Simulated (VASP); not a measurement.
# ZnO (P6_3mc) in VASP: further runs

The runs below take ZnO through relaxation of cell and atoms, with PBE.

Everything below comes from runs of VASP 6.6.1. Logs are shortened: lines on timing, memory, paths and dates and some standing lists are left out, and cuts for length are marked.

## 1. The crystal as given

Symmetry: P6_3mc, No. 186, hexagonal system. The conventional cell has a = 3.249 Å, b = 3.249 Å, c = 5.206 Å, α = 90.00°, β = 90.00°, γ = 120.00°. Around Zn (site symmetry 3m) lie 4 O at 1.97 to 1.98 Å. Around O (site symmetry 3m) lie 4 Zn at 1.97 to 1.98 Å.

## 2. Relaxation of cell and atoms, PBE

File INCAR:

```
SYSTEM = ZnO
PREC = Accurate ; ENCUT = 520
EDIFF = 1E-7 ; ISMEAR = 0
SIGMA = 0.02 ; LREAL = .False.
LASPH = .True. ; NELM = 60
ALGO = Fast ; ISIF = 3
LWAVE = .False. ; LCHARG = .False.
GGA = PE ; IBRION = 2
NSW = 80 ; EDIFFG = -0.15
```

File KPOINTS:

```
Automatic mesh
0
Gamma
  12 12 6
  0 0 0
```

File POSCAR:

```
ZnO
1.0
    3.2493080000      0.0000000000      0.0000000000
   -1.6246540000      2.8139832700      0.0000000000
    0.0000000000      0.0000000000      5.2057090000
Zn O
2 2
Direct
    0.3333333300      0.6666666700      0.5000000000
    0.6666666700      0.3333333300      0.0000000000
    0.6666666700      0.3333333300      0.3790100000
    0.3333333300      0.6666666700      0.8790100000
```

Potentials or basis: VASP PAW PBE potentials, release 64 (Zn, O).

On the command line:

```
cat potpaw_PBE.64/Zn/POTCAR potpaw_PBE.64/O/POTCAR > POTCAR
mpirun -np 1 vasp_std > vasp.out
```

OUTCAR:

```text
SYSTEM = ZnO
   PREC = Accurate
   ENCUT = 520
   EDIFF = 1E-7
   ISMEAR = 0
   LREAL = .False.
   LASPH = .True.
   NELM = 60
   ISIF = 3
   GGA = PE
   IBRION = 2
   NSW = 80
   EDIFFG = -0.15

 ion  position               nearest neighbor table
   1  0.333  0.667  0.500-   4 1.97   3 1.98   3 1.98   3 1.98
   2  0.667  0.333  0.000-   3 1.97   4 1.98   4 1.98   4 1.98
   3  0.667  0.333  0.379-   2 1.97   1 1.98   1 1.98   1 1.98
   4  0.333  0.667  0.879-   1 1.97   2 1.98   2 1.98   2 1.98

  LATTYP: Found a hexagonal cell.
 ALAT       =     3.2493080000
 C/A-ratio  =     1.6020977390

  Lattice vectors:

 A1 = (   3.2493080000,   0.0000000000,   0.0000000000)
 A2 = (  -1.6246540000,   2.8139832700,   0.0000000000)
 A3 = (   0.0000000000,   0.0000000000,   5.2057090000)

Analysis of symmetry for initial positions (statically):
=====================================================================
 Subroutine PRICEL returns:
 Original cell was already a primitive cell.

 Routine SETGRP: Setting up the symmetry group for a
 hexagonal supercell.

 Subroutine GETGRP returns: Found 12 space group operations
 (whereof  6 operations were pure point group operations)
 out of a pool of 24 trial point group operations.

The static configuration has the point symmetry C_3v.
 The point group associated with its full space group is C_6v.

Analysis of symmetry for dynamics (positions and initial velocities):
=====================================================================
 Subroutine PRICEL returns:
 Original cell was already a primitive cell.

 Routine SETGRP: Setting up the symmetry group for a
 hexagonal supercell.

 Subroutine GETGRP returns: Found 12 space group operations
 (whereof  6 operations were pure point group operations)
 out of a pool of 24 trial point group operations.

The dynamic configuration has the point symmetry C_3v.
 The point group associated with its full space group is C_6v.

 Subroutine INISYM returns: Found 12 space group operations
 (whereof  6 operations are pure point group operations),
 and found     1 'primitive' translations

----------------------------------------------------------------------------------------

                                     Primitive cell

  volume of cell :      47.5984

[... 99 lines left out ...]
   ISYM   =      2    0-nonsym 1-usesym 2-fastsym
   POTIM  = 0.5000    time-step for ionic-motion
   TEBEG  =    0.0;   TEEND  =   0.0 temperature during run
   PSTRESS=    0.0 pullay stress
   NELECT =      36.0000    total number of electrons
   NUPDOWN=      -1.0000    fix difference up-down
   EMIN   =  10.00;   EMAX   =-10.00  energy-range for DOS
   EFERMI =   0.00;   METHOD = LEGACY
   ISMEAR =     0;   SIGMA  =   0.02  broadening in eV -4-tet -1-fermi 0-gaus
   EFERMI_NEDOS =   21; number of points for ismear=-14 and -15
   IALGO  =     68    algorithm
   IMIX   =      4    mixing-type and parameters
     AMIX     =   0.40;   BMIX     =  1.00
     AMIX_MAG =   1.60;   BMIX_MAG =  1.00
  volume/ion in A,a.u.               =      11.90        80.30
  Fermi-wavevector in a.u.,A,eV,Ry     =   1.491574  2.818667 30.270160  2.224794
  Thomas-Fermi vector in A             =   2.604212
   LORBIT       =      0    0 simple, 1 ext, 2 COOP (PROOUT), +10 PAW based schemes
   GGA     = PE    functional components
   LHFCALC =     F    Hartree Fock is set to
   AEXX    =    0.0000 exact exchange contribution
   IVDW    =     0    specifies the selected vdW correction
   LEPSILON=     F    determine dielectric tensor
   LRPA    =     F    only Hartree local field effects (RPA)
 conjugate gradient relaxation of ions
 non-spin polarized calculation
 RMM-DIIS sequential band-by-band and
 Gauss-broadening in eV      SIGMA  =   0.02
  energy-cutoff  :      520.00
  volume of cell :       47.60
 maximum number of plane-waves:      1302
   NGX = 13   NGY = 13   NGZ = 19

--------------------------------------- Ionic step        1  -------------------------------------------

 number of electron      36.0000017 magnetization

 Free energy of the ion-electron system (eV)
  ---------------------------------------------------
  ext. energy  EPLUGINS =         0.00000000
  ---------------------------------------------------
  free energy    TOTEN  =       -17.82239378 eV

  energy without entropy =      -17.82239378  energy(sigma->0) =      -17.82239378

------------------------ aborting loop because EDIFF is reached ----------------------------------------

  FORCE on cell =-STRESS in cart. coord.  units (eV):
  Direction    XX          YY          ZZ          XY          YZ          ZX
  --------------------------------------------------------------------------------------
  -------------------------------------------------------------------------------------
  Total        1.5829048      1.5829048      2.1069319      0.0000000      0.0000000      0.0000000
  in kB       53.2810908     53.2810907     70.9200108      0.0000000      0.0000000      0.0000000
  external PRESSURE =      59.1607307 kB  Pullay stress =       0.0000000 kB
[... 63 lines left out ...]
--------------------------------------- Ionic step        3  -------------------------------------------

 number of electron      36.0000029 magnetization

 Free energy of the ion-electron system (eV)
  ---------------------------------------------------
  ext. energy  EPLUGINS =         0.00000000
  ---------------------------------------------------
  free energy    TOTEN  =       -17.85995469 eV

  energy without entropy =      -17.85995469  energy(sigma->0) =      -17.85995469

 E-fermi :   0.9862     XC(G=0): -10.6895

 val. band max:        0.8339889976   @ k =   0.0000   0.0000   0.0000
 cond. band min:       1.5560932269   @ k =   0.0000   0.0000   0.0000
 fundamental gap:      0.7221042292
 Fermi energy:         0.9862288746

 k-point     1 :       0.0000    0.0000    0.0000
  band No.  band energies     occupation
      1     -16.9293      2.00000
      2     -16.2681      2.00000
      3      -4.6730      2.00000
      4      -4.6730      2.00000
      5      -4.6238      2.00000
      6      -4.4947      2.00000
[... 589 lines left out ...]
     21       8.9851      0.00000
     22       9.5329      0.00000

 [... further k-points ...]

------------------------ aborting loop because EDIFF is reached ----------------------------------------

  FORCE on cell =-STRESS in cart. coord.  units (eV):
  Direction    XX          YY          ZZ          XY          YZ          ZX
  --------------------------------------------------------------------------------------
  -------------------------------------------------------------------------------------
  Total       -0.0400670     -0.0400670      0.0679169      0.0000000     -0.0000000      0.0000000
  in kB       -1.2932130     -1.2932130      2.1921055      0.0000000     -0.0000000      0.0000000
  external PRESSURE =      -0.1314402 kB  Pullay stress =       0.0000000 kB
[... 19 lines left out ...]
  FREE ENERGIE OF THE ION-ELECTRON SYSTEM (eV)
  ---------------------------------------------------
  free  energy   TOTEN  =       -17.8599546864 eV

  energy  without entropy=      -17.8599546864  energy(sigma->0) =      -17.85995469

 reached required accuracy - stopping structural energy minimisation
```

CONTCAR:

```text
ZnO
   1.00000000000000
     3.2905578034479599    0.0000000000000000    0.0000000000000000
    -1.6452789017239799    2.8497066475834574    0.0000000000000000
     0.0000000000000000    0.0000000000000000    5.2936733254317554
  Zn              O
     2     2
Direct
     0.3333333300000021    0.6666666699999979    0.4995382123029076
     0.6666666699999979    0.3333333300000021    0.9995382123029075
     0.6666666699999979    0.3333333300000021    0.3794717876970934
     0.3333333300000021    0.6666666699999979    0.8794717876970934

  0.00000000E+00  0.00000000E+00  0.00000000E+00
  0.00000000E+00  0.00000000E+00  0.00000000E+00
  0.00000000E+00  0.00000000E+00  0.00000000E+00
  0.00000000E+00  0.00000000E+00  0.00000000E+00
```

It took 75 s on 1 thread of Intel Xeon 6975P-C (Granite Rapids), shared host; peak memory 0.2 GiB.

Results:

```yaml
Free_energy: -17.8600 eV
Relaxed_volume: 12.41 Å³/atom
Relaxed_cell: a = 3.291 Å, b = 3.291 Å, c = 5.294 Å, α = 90.00°, β = 90.00°, γ = 120.00°
Space_group_after_relaxing_to_0.05_Å: P6_3mc (No. 186)
Energy_gained_by_relaxing: 9.4 meV/atom
Ionic_steps: 3
Pressure_after_relaxing: 0.0 GPa
Band_gap_on_the_k_mesh: 0.72 eV, direct
```

Stress tensor (GPa, compression positive):
```
-0.13  0.00  0.00
 0.00 -0.13  0.00
 0.00  0.00  0.22
```

Step by step:
```csv
step,energy change (eV),largest force (eV/Å),pressure (GPa),volume (Å³)
1,0.0000,0.0740,5.92,47.60
2,-0.0285,0.0277,-2.67,50.69
3,-0.0376,0.0017,-0.01,49.64
```

Final structure:
```yaml
crystal:
  lattice:
    - [3.29056, 0.00000, 0.00000]
    - [-1.64528, 2.84971, 0.00000]
    - [0.00000, 0.00000, 5.29367]
  atoms:
    - { symbol: Zn, position: [0.33333, 0.66667, 0.49954] }
    - { symbol: Zn, position: [0.66667, 0.33333, 0.99954] }
    - { symbol: O, position: [0.66667, 0.33333, 0.37947] }
    - { symbol: O, position: [0.33333, 0.66667, 0.87947] }
```

Caveat: the relaxation stopped at a loose force limit of 0.15 eV/Å, so its end isn't a converged minimum. As with any semilocal functional, this PBE gap is likely too small.

## 3. Relaxation of cell and atoms, PBE

This run uses another cell than the first one, of 12.41 Å³/atom, 1.043 times its volume.

INCAR is that of step 2.

KPOINTS is that of step 2.

File POSCAR:

```
ZnO                                     
1.0
    3.2905578034      0.0000000000      0.0000000000
   -1.6452789017      2.8497066476      0.0000000000
    0.0000000000      0.0000000000      5.2936733254
  Zn              O             
     2     2
Direct
     0.3333333300000021    0.6666666699999979    0.4995382123029076
     0.6666666699999979    0.3333333300000021    0.9995382123029075
     0.6666666699999979    0.3333333300000021    0.3794717876970934
     0.3333333300000021    0.6666666699999979    0.8794717876970934
```

Potentials or basis: VASP PAW PBE potentials, release 64 (Zn, O).

On the command line:

```
cat potpaw_PBE.64/Zn/POTCAR potpaw_PBE.64/O/POTCAR > POTCAR
mpirun -np 1 vasp_std > vasp.out
```

Run time: 30 s. Hardware: 1 thread of Intel Xeon 6975P-C (Granite Rapids), shared host; peak memory 0.2 GiB.

Results (log left out):

| Quantity | Value |
| --- | --- |
| Free energy | -17.8621 eV |
| Pressure after relaxing | 0.0 GPa |
| Band gap on the k mesh | 0.72 eV, direct |

Stress tensor (GPa, compression positive):
```
-0.15  0.00  0.00
 0.00 -0.15  0.00
 0.00  0.00  0.21
```

Final structure:
```cif
data_structure
_symmetry_space_group_name_H-M 'P 1'
_symmetry_Int_Tables_number 1
_cell_length_a 3.2906
_cell_length_b 3.2906
_cell_length_c 5.2937
_cell_angle_alpha 90.000
_cell_angle_beta 90.000
_cell_angle_gamma 120.000
_cell_volume 49.64
loop_
_atom_site_label
_atom_site_type_symbol
_atom_site_fract_x
_atom_site_fract_y
_atom_site_fract_z
_atom_site_occupancy
Zn1 Zn 0.33333 0.66667 0.49954 1
Zn2 Zn 0.66667 0.33333 0.99954 1
O1 O 0.66667 0.33333 0.37947 1
O2 O 0.33333 0.66667 0.87947 1
```

Levels at points of the mesh, in eV from the valence-band top:
```tsv
k point	band 15	band 16	band 17	band 18	band 19	band 20	band 21	band 22
(0.00, 0.00, 0.00)	-0.75	-0.07	0.00	0.00	0.72	5.06	8.08	12.67
(0.50, 0.00, 0.00)	-2.70	-2.13	-1.21	-0.79	5.59	6.81	7.54	8.20
(0.00, 0.00, 0.50)	-0.37	-0.37	-0.37	-0.37	3.35	3.35	9.90	9.90
(0.50, 0.00, 0.50)	-1.42	-1.42	-1.29	-1.29	5.63	5.63	8.20	8.20
```

Caveat: the relaxation stopped at its first step, so nothing moved; the relaxation stopped at a loose force limit of 0.15 eV/Å, so its end isn't a converged minimum.
